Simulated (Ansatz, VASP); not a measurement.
K2S in VASP and in Ansatz

```
K S
1.0
     0.00000    3.65684    3.65684
     3.65684    0.00000    3.65684
     3.65684    3.65684    0.00000
K S
2 1
Direct
  0.25000 0.25000 0.25000
  0.75000 0.75000 0.75000
  0.00000 0.00000 0.00000
```

Change from the starting cell: volume scaled by 0.96.

Alike in both runs: task single point; functional PBEsol; k mesh 6 × 6 × 6; occupations fermi-dirac, width 0.05 eV; no spin polarisation.

```csv
,VASP,Ansatz
version,VASP 6.6.1,Ansatz 0.2.0
potentials or method,"VASP PAW PBE potentials, release 64 (K_sv, S)",Ansatz PAW
plane-wave cutoff (eV),520,420
valence electrons in the cell,24,24
```

Ansatz gave:

* gap on the k mesh at the Fermi level (eV): 2.37
* least direct gap on the mesh (eV): 2.61
* pressure (GPa): 0.2

**Question.** Which values does VASP return?

**Answer.** gap on the k mesh at the Fermi level (eV): 2.37; least direct gap on the mesh (eV): 2.60; pressure (GPa): 0.2.

Caveats: the PAW data sets were made with another functional, which shifts forces and pressure a little (VASP); the PAW data sets come from PBE, with cores solved anew for the run's functional, which leaves a small shift of forces and pressure (Ansatz). A k mesh can miss the band edges.
